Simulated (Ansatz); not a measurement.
## HfC: energy less free atoms and pressure against volume per atom

Results calculated with Ansatz 0.2.0, not measured. Periodic Kohn-Sham DFT of a crystal at fixed atoms; pressure and stress are positive in compression; the energy is the free energy less that of spherical unpolarised free atoms; site moments are those in the method's own spheres, positive along +z.

Cell of the first row (space group Fm-3m, No. 225):
```
CELL_PARAMETERS angstrom
0.00000 2.27750 2.27750
2.27750 0.00000 2.27750
2.27750 2.27750 0.00000
ATOMIC_POSITIONS crystal
Hf 0.50000 0.50000 0.50000
C 0.00000 0.00000 0.00000
```

Settings of every row: method all-electron LAPW; functional PBE; relativity scalar; k mesh 15x15x15; filling fermi-dirac; smearing width 0.05 eV; basis error target 1 meV/atom; nucleus gaussian.

Atom start moment: 0 on all atoms.

Limits: no spin-orbit coupling on heavy atoms.

| row | volume per atom (Å³) | energy less free atoms (eV/atom) | pressure (GPa) |
| --- | --- | --- | --- |
| 1 | 11.814 | -9.1576 | 16.634 |
| 2 | 12.065 | -9.1789 | 10.622 |
| 3 | 12.317 | -9.1913 | 5.181 |
| 4 | 12.442 | -9.1943 | 2.657 |
| 5 | 12.568 | ? | ? |
| 6 | 12.694 | -9.1948 | -2.033 |
| 7 | 12.819 | -9.1923 | -4.21 |
| 8 | 13.071 | -9.1825 | -8.255 |
| 9 | 13.322 | -9.1666 | -11.918 |

Question: what energy less free atoms and pressure should row 5 give?

Worked fit of energy less free atoms. Take u = (V_r/V)^(2/3) − 1 with V_r = 12.568 Å³ an atom, which is twice the finite (Eulerian) strain; such expansions in the strain, on which the Birch-Murnaghan equation of state is built, carry the rest volume and the bulk modulus. The shown rows have u = 0.04211, 0.0276, 0.01354, 0.00674, -0.00663, -0.0131, -0.02582, -0.0381. Least squares give energy less free atoms = −9.19548 + 0.0298 × u + 20.66 × u² eV/atom; a straight line predicts inner rows, each left out in turn, worse (root mean square 0.011 against 3.6e-05 eV/atom). All shown rows lie on it to the printed digit. Its lowest point lies at u = -0.0007, or V = 12.58 Å³ an atom, and the curvature there gives the bulk modulus at fixed shape and fractions, B = (4/9)(1 + u)² E″(u)/V = 234 GPa. The withheld row has u = 0, so the fit gives −9.19548 + 0.0298 × (0) + 20.66 × (0)² = -9.1955 eV/atom.

The calculation gave -9.1955 eV/atom. The fit meets it to the printed digit.

Worked fit of pressure. Take u = (V_r/V)^(2/3) − 1 with V_r = 12.568 Å³ an atom, which is twice the finite (Eulerian) strain; such expansions in the strain, on which the Birch-Murnaghan equation of state is built, carry the rest volume and the bulk modulus. The shown rows have u = 0.04211, 0.0276, 0.01354, 0.00674, -0.00663, -0.0131, -0.02582, -0.0381. Least squares give pressure = 0.2529 + 352.245 × u + 867.36 × u² GPa; a straight line predicts inner rows, each left out in turn, worse (root mean square 0.44 against 0.012 GPa). The rows lie off it by 0.010, -0.014, 0.000, -0.009, 0.011, 0.003, 0.009, -0.009 (root mean square 0.0091 GPa). The pressure vanishes at u = -0.0007, or V = 12.58 Å³ an atom, and there the bulk modulus at fixed shape and fractions is B = −V dP/dV = (2/3)(1 + u) dP/du = 234 GPa. The withheld row has u = 0, so the fit gives 0.2529 + 352.245 × (0) + 867.36 × (0)² = 0.253 GPa.

The calculation gave 0.254 GPa. The fit lies 0.001 GPa (0.0035 % of the column's range) below it, one unit of the last digit.
